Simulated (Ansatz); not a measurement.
# BP (F-43m)

Method: DFT PBE, scalar-relativistic, plane waves, PAW (Ansatz 0.2.0).

Settings: cutoff 420 eV, Γ-centred mesh 10×10×10 on the computed 2-atom cell, Gaussian smearing of 0.02 eV; no spin polarisation.

The structure is relaxed at this level of theory with its symmetry kept, and needn't be the ground state of this composition.

```
B P
1.0
     0.00000    2.27415    2.27415
     2.27415    0.00000    2.27415
     2.27415    2.27415    0.00000
B P
1 1
Direct
  0.00000 0.00000 0.00000
  0.25000 0.25000 0.25000
```

| Quantity | Value |
| --- | --- |
| Space group | F-43m (No. 216) |
| Volume per atom | 11.76 Å³ |
| Formation energy from the elements' standard states (uncorrected) | -0.429 eV/atom |
| Kohn–Sham band gap | 1.25 eV |
| Orbital (Löwdin) character of the top 1 eV of the valence band | B 2p 52 %, P 3p 45 % |
| Orbital (Löwdin) character of the lowest 1 eV of the conduction band | B 2p 24 %, P 3p 24 %, B 2s 23 %, P 3s 12 %, unprojected 17 % |
| Bulk modulus | 162 GPa |
| Its pressure derivative | 3.8 |
| Bader charge by site (e) | B (1 in the cell) 0.46, P (1 in the cell) -0.46 |

It was relaxed from a cell as deposited in COD. Kohn–Sham gaps at this level usually fall short of measured ones. Löwdin shares on free-atom orbitals overweight diffuse shells in the empty bands.
